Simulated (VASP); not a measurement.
Os: single point with LDA

Os:

```
Os
1.0
    -1.51829    1.51829    1.51829
     1.51829   -1.51829    1.51829
     1.51829    1.51829   -1.51829
Os
1
Cartesian
  0.0000 0.0000 0.0000
```

This isn't the form of Os at room conditions, which is hcp.

```yaml
Program: VASP 6.6.1
Task: single point
Functional: LDA
Potentials_or_basis: VASP PAW LDA potentials, release 64 (Os)
Cutoff: 520 eV
k_mesh: 8 × 8 × 8
Occupations: gaussian, width 0.1 eV
Spin: no spin polarisation
Dipole_correction: no
Further_INCAR_settings: ALGO = Normal; EDIFF = 1e-06; NBANDS = 10
```

```yaml
Pressure: 5.0 GPa
Band_gap_on_the_k_mesh: none (metal or under the smearing width)
```

Levels at points of the mesh, in eV from the Fermi level:
| k point | band 1 | band 2 | band 3 | band 4 | band 5 | band 6 | band 7 | band 8 | band 9 |
| --- | --- | --- | --- | --- | --- | --- | --- | --- | --- |
| (0.00, 0.00, 0.00) | -11.20 | -3.57 | -3.57 | -3.57 | -0.14 | -0.14 | 16.26 | 16.26 | 16.26 |
| (0.50, 0.00, 0.00) | -8.08 | -5.72 | -0.28 | -0.15 | 0.54 | 3.38 | 9.40 | 12.52 | 17.42 |
| (0.50, 0.50, 0.50) | -7.72 | -7.72 | 2.50 | 2.50 | 2.50 | 8.08 | 8.08 | 8.08 | 15.94 |

Wall time 3.1 s on 1 thread of AMD EPYC 7R13 Processor (Zen 3), with other jobs on the host, peak memory 0.09 GiB.

Caveat: the k mesh is coarse (spacing up to 0.37 Å⁻¹), so the values aren't converged. The run has no spin-orbit coupling, so splittings on Os are missing.
